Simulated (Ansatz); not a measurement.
Computed results, one entry a study.

### Quasiparticle gap of AlP (F-43m)

The structure is cubic, space group F-43m (No. 216). Conventional cell: a = 5.473 Å, b = 5.473 Å, c = 5.473 Å, α = 90.00°, β = 90.00°, γ = 90.00°. Nearest to Al lie 4 P at 2.37 Å. Nearest to P lie 4 Al at 2.37 Å. Farther neighbours are not listed.

| Property | Result |
| --- | --- |
| method | DFT, PBE, plane waves, PAW; PAW set soft_1 (and 1 further level or step) |
| program | Ansatz 0.2.0 |
| settings of one run | cutoff 420 eV, 8×8×8 k-mesh, smearing width 0.02 eV, PAW set soft 1 |
| cost | 2 runs, 33 s in all on 1 × NVIDIA H100 80GB HBM3 (shared by 6 runs) with 3 threads of AMD EPYC 7R13 (Zen 3), shared host (the runs of this entry) |
| notes | The cell and positions are those that the Materials Project relaxed with its own functionals (PBE, PBE+U or r2SCAN), kept fixed. From 47 bands and 60 eV to 267 bands and 200 eV the gap moves by 2.387 − 2.098 = +0.289 eV (rung by rung 2.098, 2.306, 2.387 eV); bands and screening cutoff rise together, so their parts are not told apart. A line in one over the bands through the two highest rungs gives 2.387 + (2.387 − 2.306) × 126 / (267 − 126) = 2.459 eV, and through the pair below 2.306 + (2.306 − 2.098) × 47 / (126 − 47) = 2.430 eV. The two agree within 0.03 eV and the same two states bound the gap in each rung, so 2.459 eV is taken as an estimate of the limit on this mesh. |
| PBE gap over mesh and path | 1.595 eV, from k = Γ to k = (-0.500, -0.500, 0.000) |
| G0W0@PBE gap over 9 of 16 irreducible mesh points | 2.387 eV, from k = Γ to k = (0.000, -0.500, -0.500) |
| estimated limit in bands and cutoff, on this mesh | 2.459 eV |
| GW settings | 6×6×6 mesh, 263 empty bands, screening to 200 eV, PAW set soft_1 files |
| known limits | finite bands, screening cutoff and k mesh; no spin-orbit coupling in G0W0 |

Over 9 of 16 irreducible mesh points the G0W0 gap is 2.387 eV, from k = Γ to k = (0.000, -0.500, -0.500). The PBE gap of this run on the mesh is 1.592 eV. The two states that bound the G0W0 gap lie that far apart at the start, so the correction of the gap is 2.387 − 1.592 = +0.795 eV. The valence state moves by 4.201 − 4.969 = −0.768 eV and the conduction state by 6.588 − 6.561 = +0.027 eV, on the run's own scale; with 47 bands the edge states move by −0.270 and +0.236 eV, so the split between the edges depends on the bands and cutoff.

[Runs of the session that timed out or met a known fault of the program may be left out.]

[Cells called generated may have been cut or substituted from an entry of the Crystallography Open Database or the Materials Project.]

[Hosts, paths, dates, database ids (printed as entryN), source tags and the programs' standing remarks are cut or masked in the printed files.]
